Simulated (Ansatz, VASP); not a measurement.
# Cross-check of ScF3 between VASP and Ansatz, part 2 of 2

One calculation is typed for both programs; each brings its own data sets and cutoff. How far apart do they land?

VASP 6.6.1 and Ansatz 0.2.0.

So far: The starting structure; Ansatz: relaxation of cell and atoms, r2SCAN with rVV10.

### Step 3. VASP: relaxation of cell and atoms, r2SCAN with rVV10

Level of this step: r2SCAN with rVV10; plane waves and PAW (Sc_sv, F) (VASP).

The same cell, functional, mesh and smearing now go to VASP, with its own data sets and cutoff.

Lines of VASP's logs that name or quote its potential files are left out, and so is its time.

File INCAR:

```
SYSTEM = ScF3
PREC = Accurate
ENCUT = 560
EDIFF = 1E-06
NELM = 100
ISMEAR = -1
SIGMA = 0.05
LREAL = .FALSE.
ALGO = Normal
METAGGA = R2SCAN
LUSE_VDW = .TRUE.
IVDW_NL = 2
BPARAM = 11.95
CPARAM = 0.0093
LASPH = .TRUE.
NBANDS = 22
LORBIT = 11
LWAVE = .FALSE.
LCHARG = .FALSE.
KPAR = 4
IBRION = 2
NSW = 60
ISIF = 3
EDIFFG = -0.01
```

File POSCAR:

```
ScF3
1.0
    4.0124500000      0.0000000000      0.0000000000
    0.0000000000      4.0124500000      0.0000000000
    0.0000000000      0.0000000000      4.0124500000
Sc F
1 3
Direct
    0.0000000000      0.0000000000      0.0000000000
    0.5000000000      0.0000000000      0.0000000000
    0.0000000000      0.5000000000      0.0000000000
    0.0000000000      0.0000000000      0.5000000000
```

File KPOINTS:

```
Automatic mesh
0
Gamma
5 5 5
0 0 0
```

Potentials, in the order of the species: Sc_sv and F (PBE family, release 64).

Command:

```console
$ mpirun -np 4 vasp_std
```

Numbers of over 12 decimals in the logs are rounded to 6 here.

Log:

```text
[banner, memory and clock lines left out]
running    4 mpi-ranks, on    1 nodes
 distrk:  each k-point on    1 cores,    4 groups
 distr:  one band on    1 cores,    1 groups

 POSCAR found type information on POSCAR ScF
 POSCAR found :  2 types and       4 ions
|                                                                             |
|               ----> ADVICE to this user running VASP <----                  |
|                                                                             |
|     You have switched on vdW-DFT.                                           |
|     This routine was written and supplied by Jiri Klimes. We recommend      |
|     that you carefully read and cite the following publications:            |
|       J. Klimes, D.R. Bowler, A. Michelides                                 |
|          J. Phys.: Cond Matt. 22 022201 (2010)                              |
|       J. Klimes, D.R. Bowler, A. Michelides                                 |
|          Phys. Rev. B. 83, 195131 (2011)                                    |
|     and references therein.                                                 |
|                                                                             |

|                                                                             |
|               ----> ADVICE to this user running VASP <----                  |
|                                                                             |
|     You enforced a specific xc type in the INCAR file but a different       |
|     [... a line on the potential file left out ...]
|     I HOPE YOU KNOW WHAT YOU ARE DOING!                                     |
|                                                                             |

 LDA part: xc-table for (None), standard interpolation
 POSCAR, INCAR and KPOINTS ok, starting setup
 FFT: planning ... GRIDC
 FFT: planning ... GRID_SOFT
 FFT: planning ... GRID
 WAVECAR not read
 entering main loop
       N       E                     dE             d eps       ncg     rms          rms(c)
Total rVV10 correction in eV:      1.0243591    32.0019582
Total rVV10 correction in eV:      1.0243591    32.0019582
Total rVV10 correction in eV:      1.0243591    32.0019582
Total rVV10 correction in eV:      1.0243591    32.0019582
DAV:   1     0.446534661321E+03    0.44653E+03   -0.16494E+04   440   0.160E+03
DAV:   2    -0.119287437294E+02   -0.45846E+03   -0.44407E+03   596   0.506E+02
DAV:   3    -0.497956003112E+02   -0.37867E+02   -0.37511E+02   646   0.170E+02
DAV:   4    -0.506853280770E+02   -0.88973E+00   -0.88748E+00   554   0.249E+01
DAV:   5    -0.507178290246E+02   -0.32501E-01   -0.32494E-01   580   0.448E+00    0.169E+01
Total rVV10 correction in eV:      1.0661752    32.0019618
Total rVV10 correction in eV:      1.0661752    32.0019618
Total rVV10 correction in eV:      1.0661752    32.0019618
Total rVV10 correction in eV:      1.0661752    32.0019618
DAV:   6    -0.363967040970E+02    0.14321E+02   -0.90449E+00   706   0.477E+01    0.630E+00
Total rVV10 correction in eV:      1.0931114    32.0019617
Total rVV10 correction in eV:      1.0931114    32.0019617
Total rVV10 correction in eV:      1.0931114    32.0019617
Total rVV10 correction in eV:      1.0931114    32.0019617
DAV:   7    -0.365019969742E+02   -0.10529E+00   -0.30800E+00   638   0.181E+01    0.377E+00
Total rVV10 correction in eV:      1.0966340    32.0019616
Total rVV10 correction in eV:      1.0966340    32.0019616
Total rVV10 correction in eV:      1.0966340    32.0019616
Total rVV10 correction in eV:      1.0966340    32.0019616
DAV:   8    -0.365580548285E+02   -0.56058E-01   -0.10949E+00   670   0.123E+01    0.224E+00
Total rVV10 correction in eV:      1.1127883    32.0019617
Total rVV10 correction in eV:      1.1127883    32.0019617
Total rVV10 correction in eV:      1.1127883    32.0019617
Total rVV10 correction in eV:      1.1127883    32.0019617
DAV:   9    -0.365095404504E+02    0.48514E-01   -0.14168E-01   644   0.573E+00    0.653E-01
Total rVV10 correction in eV:      1.1130693    32.0019617
Total rVV10 correction in eV:      1.1130693    32.0019617
Total rVV10 correction in eV:      1.1130693    32.0019617
Total rVV10 correction in eV:      1.1130693    32.0019617
DAV:  10    -0.365048489370E+02    0.46915E-02   -0.21032E-02   456   0.123E+00    0.267E-01
Total rVV10 correction in eV:      1.1159064    32.0019617
Total rVV10 correction in eV:      1.1159064    32.0019617
Total rVV10 correction in eV:      1.1159064    32.0019617
Total rVV10 correction in eV:      1.1159064    32.0019617
DAV:  11    -0.365046262943E+02    0.22264E-03   -0.11028E-02   568   0.887E-01    0.101E-01
Total rVV10 correction in eV:      1.1159329    32.0019616
Total rVV10 correction in eV:      1.1159329    32.0019616
Total rVV10 correction in eV:      1.1159329    32.0019616
Total rVV10 correction in eV:      1.1159329    32.0019616
DAV:  12    -0.365044836596E+02    0.14263E-03   -0.67942E-04   606   0.306E-01    0.152E-02
Total rVV10 correction in eV:      1.1161669    32.0019616
Total rVV10 correction in eV:      1.1161669    32.0019616
Total rVV10 correction in eV:      1.1161669    32.0019616
Total rVV10 correction in eV:      1.1161669    32.0019616
DAV:  13    -0.365045157164E+02   -0.32057E-04   -0.16351E-04   594   0.115E-01    0.285E-02
[...]
Total rVV10 correction in eV:      1.1204476    32.0019631
Total rVV10 correction in eV:      1.1204476    32.0019631
Total rVV10 correction in eV:      1.1204476    32.0019631
Total rVV10 correction in eV:      1.1204476    32.0019631
DAV:   2    -0.365231906930E+02    0.14241E+00   -0.53561E-01   440   0.571E+00    0.115E+00
Total rVV10 correction in eV:      1.1211438    32.0019630
Total rVV10 correction in eV:      1.1211438    32.0019630
Total rVV10 correction in eV:      1.1211438    32.0019630
Total rVV10 correction in eV:      1.1211438    32.0019630
DAV:   3    -0.365105586915E+02    0.12632E-01   -0.32120E-02   520   0.320E+00    0.315E-01
Total rVV10 correction in eV:      1.1216861    32.0019630
Total rVV10 correction in eV:      1.1216861    32.0019630
Total rVV10 correction in eV:      1.1216861    32.0019630
Total rVV10 correction in eV:      1.1216861    32.0019630
DAV:   4    -0.365087721918E+02    0.17865E-02   -0.40378E-03   606   0.891E-01    0.170E-01
Total rVV10 correction in eV:      1.1220183    32.0019630
Total rVV10 correction in eV:      1.1220183    32.0019630
Total rVV10 correction in eV:      1.1220183    32.0019630
Total rVV10 correction in eV:      1.1220183    32.0019630
DAV:   5    -0.365086322341E+02    0.13996E-03   -0.42902E-04   528   0.208E-01    0.576E-02
Total rVV10 correction in eV:      1.1221397    32.0019630
Total rVV10 correction in eV:      1.1221397    32.0019630
Total rVV10 correction in eV:      1.1221397    32.0019630
Total rVV10 correction in eV:      1.1221397    32.0019630
DAV:   6    -0.365086214729E+02    0.10761E-04   -0.26934E-05   518   0.566E-02    0.686E-03
Total rVV10 correction in eV:      1.1222078    32.0019630
Total rVV10 correction in eV:      1.1222078    32.0019630
Total rVV10 correction in eV:      1.1222078    32.0019630
Total rVV10 correction in eV:      1.1222078    32.0019630
DAV:   7    -0.365086202386E+02    0.12344E-05   -0.14908E-06   336   0.123E-02    0.191E-03
Total rVV10 correction in eV:      1.1222382    32.0019630
Total rVV10 correction in eV:      1.1222382    32.0019630
Total rVV10 correction in eV:      1.1222382    32.0019630
Total rVV10 correction in eV:      1.1222382    32.0019630
DAV:   8    -0.365086202651E+02   -0.26537E-07   -0.25594E-07   328   0.536E-03
Total rVV10 correction in eV:      1.1222542    32.0019630
Total rVV10 correction in eV:      1.1222542    32.0019630
Total rVV10 correction in eV:      1.1222542    32.0019630
Total rVV10 correction in eV:      1.1222542    32.0019630
Total rVV10 correction in eV:      1.1222528    32.0019630
Total rVV10 correction in eV:      1.1222528    32.0019630
Total rVV10 correction in eV:      1.1222528    32.0019630
Total rVV10 correction in eV:      1.1222528    32.0019630
   2 F= -.36508620E+02 E0= -.36508620E+02  d E =-.411574E-02
 trial-energy change:   -0.004116  1 .order   -0.004032   -0.015253    0.007189
 step:   0.6845(harm=  0.6797)  dis= 0.00000  next Energy=   -36.509752 (dE=-0.525E-02)
 bond charge predicted
       N       E                     dE             d eps       ncg     rms          rms(c)
Total rVV10 correction in eV:      1.1226414    32.0019630
Total rVV10 correction in eV:      1.1226414    32.0019630
Total rVV10 correction in eV:      1.1226414    32.0019630
Total rVV10 correction in eV:      1.1226414    32.0019630
DAV:   1    -0.365255820987E+02   -0.16962E-01   -0.39708E-01   504   0.646E+00    0.108E+00
Total rVV10 correction in eV:      1.1209537    32.0019627
Total rVV10 correction in eV:      1.1209537    32.0019627
Total rVV10 correction in eV:      1.1209537    32.0019627
Total rVV10 correction in eV:      1.1209537    32.0019627
DAV:   2    -0.365112378110E+02    0.14344E-01   -0.53278E-02   440   0.180E+00    0.361E-01
Total rVV10 correction in eV:      1.1207178    32.0019628
Total rVV10 correction in eV:      1.1207178    32.0019628
Total rVV10 correction in eV:      1.1207178    32.0019628
Total rVV10 correction in eV:      1.1207178    32.0019628
DAV:   3    -0.365099045587E+02    0.13333E-02   -0.33479E-03   548   0.105E+00    0.101E-01
Total rVV10 correction in eV:      1.1205690    32.0019628
Total rVV10 correction in eV:      1.1205690    32.0019628
Total rVV10 correction in eV:      1.1205690    32.0019628
Total rVV10 correction in eV:      1.1205690    32.0019628
DAV:   4    -0.365097313764E+02    0.17318E-03   -0.35479E-04   590   0.278E-01    0.579E-02
Total rVV10 correction in eV:      1.1204651    32.0019628
Total rVV10 correction in eV:      1.1204651    32.0019628
Total rVV10 correction in eV:      1.1204651    32.0019628
Total rVV10 correction in eV:      1.1204651    32.0019628
DAV:   5    -0.365097327997E+02   -0.14233E-05   -0.53657E-05   536   0.718E-02    0.209E-02
Total rVV10 correction in eV:      1.1204333    32.0019628
Total rVV10 correction in eV:      1.1204333    32.0019628
Total rVV10 correction in eV:      1.1204333    32.0019628
Total rVV10 correction in eV:      1.1204333    32.0019628
DAV:   6    -0.365097400575E+02   -0.72578E-05   -0.27211E-06   352   0.186E-02    0.343E-03
Total rVV10 correction in eV:      1.1204158    32.0019628
Total rVV10 correction in eV:      1.1204158    32.0019628
Total rVV10 correction in eV:      1.1204158    32.0019628
Total rVV10 correction in eV:      1.1204158    32.0019628
DAV:   7    -0.365097416367E+02   -0.15792E-05   -0.45281E-07   286   0.817E-03    0.197E-03
Total rVV10 correction in eV:      1.1204066    32.0019628
Total rVV10 correction in eV:      1.1204066    32.0019628
Total rVV10 correction in eV:      1.1204066    32.0019628
Total rVV10 correction in eV:      1.1204066    32.0019628
DAV:   8    -0.365097415096E+02    0.12718E-06   -0.90468E-08   316   0.460E-03
Total rVV10 correction in eV:      1.1203999    32.0019628
Total rVV10 correction in eV:      1.1203999    32.0019628
Total rVV10 correction in eV:      1.1203999    32.0019628
Total rVV10 correction in eV:      1.1203999    32.0019628
Total rVV10 correction in eV:      1.1204031    32.0019628
Total rVV10 correction in eV:      1.1204031    32.0019628
Total rVV10 correction in eV:      1.1204031    32.0019628
Total rVV10 correction in eV:      1.1204031    32.0019628
   3 F= -.36509742E+02 E0= -.36509742E+02  d E =-.523699E-02
 curvature:  -0.34 expect dE=-0.186E-05 dE for cont linesearch -0.186E-05
 trial: gam= 0.00000 g(F)=  0.169E-67 g(S)=  0.548E-05 ort =-0.289E-03 (trialstep = 0.937E+00)
 search vector abs. value=  0.548E-05
 reached required accuracy - stopping structural energy minimisation
```

From OUTCAR (step 3):

```text
ion  position               nearest neighbor table
   1  0.000  0.000  0.000-   2 2.01   3 2.01   4 2.01   4 2.01   3 2.01   2 2.01
   2  0.500  0.000  0.000-   1 2.01   1 2.01
   3  0.000  0.500  0.000-   1 2.01   1 2.01
   4  0.000  0.000  0.500-   1 2.01   1 2.01

  LATTYP: Found a simple cubic cell.
 ALAT       =     4.0124500000

 Subroutine GETGRP returns: Found 48 space group operations
 (whereof 48 operations were pure point group operations)

The static configuration has the point symmetry O_h .

 Found     10 irreducible k-points:

   k-points           NKPTS =     10   k-points in BZ     NKDIM =     10   number of bands    NBANDS=     22

   dimension x,y,z NGX =    32 NGY =   32 NGZ =   32
   dimension x,y,z NGXF=    64 NGYF=   64 NGZF=   64

   ENCUT  =  560.0 eV  41.16 Ry    6.42 a.u.   7.74  7.74  7.74*2*pi/ulx,y,z

   NELECT =      32.0000    total number of electrons

 k-points in reciprocal lattice and weights: Automatic mesh
   0.00000000  0.00000000  0.00000000       0.008
   0.20000000  0.00000000  0.00000000       0.048
   0.40000000  0.00000000  0.00000000       0.048
   0.20000000  0.20000000  0.00000000       0.096
   0.40000000  0.20000000  0.00000000       0.192
   0.40000000  0.40000000  0.00000000       0.096
   0.20000000  0.20000000  0.20000000       0.064
   0.40000000  0.20000000  0.20000000       0.192
   0.40000000  0.40000000  0.20000000       0.192
   0.40000000  0.40000000  0.40000000       0.064

 average (electrostatic) potential at core
       1 -55.5435       2 -84.1217       3 -84.1217       4 -84.1217

 E-fermi :  -3.0516

 k-point     1 :       0.0000    0.0000    0.0000
  band No.  band energies     occupation
    ...
     12      -4.7120      2.00000
     13      -4.7120      2.00000
     14      -4.6620      2.00000
     15      -4.6620      2.00000
     16      -4.6620      2.00000
     17       2.8551      0.00000
     18       2.8551      0.00000
     19       2.8551      0.00000
     20       4.2473      0.00000
     21       4.4286      0.00000
    ...

 k-point     2 :       0.2000    0.0000    0.0000
  band No.  band energies     occupation
    ...
     12      -4.8646      2.00000
     13      -4.8646      2.00000
     14      -4.7522      2.00000
     15      -4.6763      2.00000
     16      -4.6763      2.00000
     17       2.8682      0.00000
     18       3.1466      0.00000
     19       3.1466      0.00000
     20       4.4377      0.00000
     21       4.6898      0.00000
    ...

 k-point     3 :       0.4000    0.0000    0.0000
  band No.  band energies     occupation
    ...
     12      -5.1722      2.00000
     13      -5.1722      2.00000
     14      -4.8160      2.00000
     15      -4.6731      2.00000
     16      -4.6731      2.00000
     17       2.8897      0.00000
     18       3.6188      0.00000
     19       3.6188      0.00000
     20       4.4519      0.00000
     21       5.5416      0.00000
    ...

  Total       -0.0123041     -0.0123041     -0.0123041     -0.0000000     -0.0000000      0.0000000
  in kB       -0.3003087     -0.3003087     -0.3003087     -0.0000000     -0.0000000      0.0000000
  external PRESSURE =      -0.3003087 kB  Pullay stress =       0.0000000 kB

  energy-cutoff  :      560.00
  volume of cell :       65.64
      direct lattice vectors                 reciprocal lattice vectors
     4.033957372  0.000000000 -0.000000000     0.247895530  0.000000000 -0.000000000
    -0.000000000  4.033957372 -0.000000000    -0.000000000  0.247895530 -0.000000000
     0.000000000  0.000000000  4.033957372     0.000000000  0.000000000  0.247895530

 POSITION                                       TOTAL-FORCE (eV/Angst)
 -----------------------------------------------------------------------------------
      0.00000      0.00000      0.00000        -0.000000     -0.000000      0.000000
      2.01698      0.00000     -0.00000        -0.000000     -0.000000      0.000000
     -0.00000      2.01698     -0.00000        -0.000000     -0.000000      0.000000
      0.00000      0.00000      2.01698         0.000000      0.000000      0.000000
 -----------------------------------------------------------------------------------
    total drift:                                0.000000      0.000000     -0.000000

  FREE ENERGIE OF THE ION-ELECTRON SYSTEM (eV)
  ---------------------------------------------------
  free  energy   TOTEN  =       -36.5097415096 eV

  energy  without entropy=      -36.5097415095  energy(sigma->0) =      -36.50974151

 reached required accuracy - stopping structural energy minimisation

 total charge
# of ion       s       p       d       tot
------------------------------------------
    1        2.180   6.245   0.886   9.311
    2        1.738   4.418   0.000   6.155
    3        1.738   4.418   0.000   6.155
    4        1.738   4.418   0.000   6.155
--------------------------------------------------
tot          7.393  19.498   0.886  27.777

[... 3 further parts left out ...]
```

### Step 4. Side by side

Known differences besides the potentials themselves: VASP keeps PBE cores, Ansatz makes them for the functional; both relaxations stop at a tolerance, which leaves soft axes loose, and VASP keeps its plane-wave basis; the cutoff is 500 eV in Ansatz and 560 eV in VASP; Ansatz adds a Pulay correction to the stress that steers its cell, VASP none. Total energies have different zeros and are not compared.

Compared:

```csv
quantity,Ansatz,VASP,difference
volume (Å³),65.06,65.64,-0.89 %
"edge a after relaxation, in the typed setting (Å)",4.022,4.034,-0.30 %
```

The walks stopped with 0.00 GPa left in Ansatz and -0.03 GPa in VASP; each walk ends within a tolerance, so the volume difference is uncertain by about these residues over the bulk modulus, most in soft cells.

### Step 5. What came out

```
difference in volume (relaxation of cell and atoms, r2SCAN with rVV10) : -0.89 %
```

What this shows: The difference in volume is -0.89 % (relaxation of cell and atoms, r2SCAN with rVV10), within the 1.2 % picked in this series as the mark of a large difference, as far as the stopping tolerances let one tell. Such differences can come from data sets, numerical settings and the points named under the comparisons, not from the functional's error against experiment.

[Lines on the potential files, build, host, timing and source positions are cut from VASP's logs without a mark.]

[Logs are printed without paths, hosts, clocks, repeated set-up lines and the standing remarks that a program may print on its own settings, such as how far it seeks lower states.]

[Hosts, paths, dates, database ids (printed as entryN), source tags and the programs' standing remarks are cut or masked in the printed files.]
